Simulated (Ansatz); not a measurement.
Runs of Ansatz 0.2.0 on I. The structure is orthorhombic, space group Cmce (No. 64). Conventional cell: a = 7.270 Å, b = 4.790 Å, c = 9.793 Å, α = 90.00°, β = 90.00°, γ = 90.00°. Around I (site symmetry m) lie 1 I at 2.68 Å. 

```csv
level,share of exact exchange,gap on the mesh (eV),pressure (GPa),largest force (eV/Å)
HSE06 form with a typed share of exact exchange,0.5,3.11,0.3,0.19
HSE06 form with a typed share of exact exchange,0.1,1.62,1.5,0.62
HSE06 form with a typed share of exact exchange,0,1.29,(b),0.85
HSE06,0.25,2.14,1.0,(a)
HSE06 form with a typed share of exact exchange,0.15,1.79,1.3,0.51
```

Alike in all rows: task single point; potentials or basis Ansatz PAW; no spin polarisation; cell as given; k mesh 4 × 4 × 2; cutoff (eV) 420; smearing fermi-dirac 0.05 eV.

Task: Fill in the values left out.

Result: (a) 0.30; (b) 1.8.

Caveats: spin-orbit coupling is left out, which moves the levels of the heavy elements; the PAW data sets come from PBE, with cores solved anew for the run's functional, which leaves a small shift of forces and pressure (some runs); the thresholds are loose for stress (some runs); the PAW data sets were made with another functional, which shifts forces and pressure a little (some runs).

A k mesh can miss the band edges, and the runs leave out spin-orbit coupling on I.
